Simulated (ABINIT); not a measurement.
Crystal: GaP.

```xyz
2
Lattice="0.0000 2.7252 2.7252 2.7252 0.0000 2.7252 2.7252 2.7252 0.0000" Properties=species:S:1:pos:R:3 pbc="T T T"
Ga    0.0000    0.0000    0.0000
P     4.0879    4.0879    4.0879
```

Program: ABINIT 10.8.3 (patched build). Alike in all runs: no spin polarisation; cell as given; smearing fermi-dirac 0.05 eV.

Problem. Order these runs on this cell by their band gap on the k mesh, lowest first.
A. level BLYP; potentials or basis JTH PAW PBE v2.0; k mesh 8 × 8 × 8; cutoff (eV) 544; fine-grid cutoff 1088.46 eV
B. level LDA; potentials or basis PseudoDojo NC SR LDA v0.4.1 standard; k mesh 8 × 8 × 8; cutoff (eV) 1088
C. level r2SCAN; potentials or basis JTH PAW PBE v2.0; k mesh 10 × 10 × 10; cutoff (eV) 653; fine-grid cutoff 1251.72 eV

Solution. B (1.50 eV), A (1.67 eV), C (1.88 eV).

A k mesh can miss the band edges.
